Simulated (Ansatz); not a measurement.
## CdSe under pressure

Level of theory: DFT PBEsol, scalar-relativistic, plane waves, PAW in Ansatz 0.2.0. (420 eV cutoff, 12×12×6 k-mesh, Gaussian smearing of 0.02 eV, no spin polarisation)

The relaxed crystal:

```xyz
4
Lattice="4.3030 0.0000 0.0000 -2.1515 3.7265 0.0000 0.0000 0.0000 7.0227" Properties=species:S:1:pos:R:3 pbc="T T T"
Cd    2.1515    1.2422    3.5118
Cd    0.0000    2.4843    7.0231
Se    2.1515    1.2422    6.1505
Se    0.0000    2.4843    2.6392
```

Cell and atoms are relaxed at each pressure within the symmetry of the start, at zero temperature, so transitions that lower the symmetry aren't seen. The k-mesh given is that at zero pressure and may differ at others. a, b and c are the lengths of the cell vectors above. Gaps are Kohn–Sham gaps over the whole zone.

| P (GPa) | V (Å³/atom) | V/V0 | a (Å) | b (Å) | c (Å) |
| --- | --- | --- | --- | --- | --- |
| -3 | 30.13 | 1.070 | 4.402 | 4.402 | 7.180 |
| 0 | 28.15 | 1.000 | 4.303 | 4.303 | 7.023 |
| 3 | 26.74 | 0.950 | 4.228 | 4.228 | 6.908 |
| 8 | 25.02 | 0.889 | 4.132 | 4.132 | 6.768 |
| 15 | 23.32 | 0.828 | 4.015 | 4.015 | 6.681 |

Task: What bulk modulus and pressure derivative fit these points?

Result: A third-order Birch–Murnaghan fit gives B0 = 52 GPa and B0' = 4.6.

Task: Which cell vector or vectors give way most up to 15 GPa?

Result: a and b: the changes are a -6.7 %, b -6.7 %, c -4.9 %.

Task: What does pressure do to the gap?

Result: The gaps are 0.40 eV at -3 GPa, 0.54 eV at 0 GPa, 0.64 eV at 3 GPa, 0.77 eV at 8 GPa, 0.86 eV at 15 GPa.